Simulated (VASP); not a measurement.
ZnSnN2, 4 atoms in the cell. Symmetry: P4/mmm, No. 123, tetragonal system. The conventional cell has a = 4.620 Å, b = 4.620 Å, c = 3.635 Å, α = 90.00°, β = 90.00°, γ = 90.00°. Around Zn (site symmetry 4/mmm) lie 4 N at 2.31 Å. Around Sn (site symmetry 4/mmm) lie 8 N at 2.94 Å. N (site symmetry mmm) has 2 Zn at 2.31 Å as nearest neighbours. The cell was built by a generator and needn't be a form met in nature.

- Program: VASP 6.6.1
- Task: relaxation of cell and atoms
- Functional: PBE
- Potentials or basis: VASP PAW PBE potentials, release 64 (Zn, Sn_d, N)
- Cutoff: 520 eV
- k mesh: 4 × 4 × 4
- Occupations: gaussian, width 0.15 eV
- Spin: no spin polarisation
- Further INCAR settings: PREC = Normal; ALGO = Fast; EDIFF = 0.0001; IBRION = 2; EDIFFG = -0.08; NSW = 24; ISIF = 3

Potentials or basis: VASP PAW PBE potentials, release 64 (Zn, Sn_d, N).

Run with:

```sh
$ cat potpaw_PBE.64/Zn/POTCAR potpaw_PBE.64/Sn_d/POTCAR potpaw_PBE.64/N/POTCAR > POTCAR
$ mpirun -np 2 vasp_std > vasp.out
```

Hardware: 2 MPI ranks on Intel(R) Xeon(R) 6975P-C (Granite Rapids) (shared host).

Q: How long does it take, and how much memory?

A: Run time: 50 s on 2 MPI ranks on Intel(R) Xeon(R) 6975P-C (Granite Rapids), with other jobs on the host, peak memory 0.17 GiB a rank. Counts: scf iterations 151, k points 18, ion steps 11.
